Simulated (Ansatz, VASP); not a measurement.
ZnSe: 3 runs at one level of theory

The starting cell:

```
Se Zn
1.0
     0.00000    2.83380    2.83380
     2.83380    0.00000    2.83380
     2.83380    2.83380    0.00000
Se Zn
1 1
Direct
  0.75000 0.75000 0.75000
  0.00000 0.00000 0.00000
```

Alike in all runs: task relaxation of cell and atoms; functional PBEsol; dispersion D3(BJ); k mesh 8 × 8 × 8; occupations fermi-dirac, width 0.05 eV; no spin polarisation; no spin-orbit coupling.

```
                        program and potentials  plane-wave cutoff (eV)                                                                                          notes  equilibrium volume (Å³/atom)
                            Ansatz, Ansatz PAW                     420  potentials made for PBE, which Ansatz adapts in part; 14 valence electrons an atom on average                         21.67
Ansatz, all-electron LAPW, scalar-relativistic                       -                                                                                              -                         21.67
            VASP, PBE PAW files Se, Zn, 600 eV                     600                                potentials made for PBE; 9 valence electrons an atom on average                         21.73
```

The equilibrium volume spans 21.67 (Ansatz, Ansatz PAW) to 21.73 Å³/atom (VASP, PBE PAW files Se, Zn, 600 eV), with all-electron results at 21.67. Relaxations stop with a little pressure left, so the last digit of a volume isn't settled.

The functional is the same throughout but for its coding, so the spread measures potentials, basis and numerics; runs on potential files found faulty are left out.

The three runs agree closely on the volume of ZnSe. Ansatz PAW reproduces the all-electron value of 21.67 Å³/atom, and VASP lies only slightly higher at 21.73 Å³/atom. The valence counts imply that Zn 3d is active in both PAW sets, while Se 3d is active only in the larger one. The small offset may therefore reflect the frozen Se 3d shell, though the differing adaptation of the potentials could also contribute.

All three volumes are clearly smaller than that of the starting cell, which is close to the measured zinc-blende lattice. Since the all-electron run contracts as well, the pseudised cores are not the main cause. More probably, the dispersion term adds attraction to a functional that already describes the polar covalent Zn–Se bonds as fairly short, so the combination overbinds. Separating the two contributions would take a relaxation without dispersion. The close agreement thus supports the numerical transferability of the potentials for this volume, not the accuracy of the predicted density.
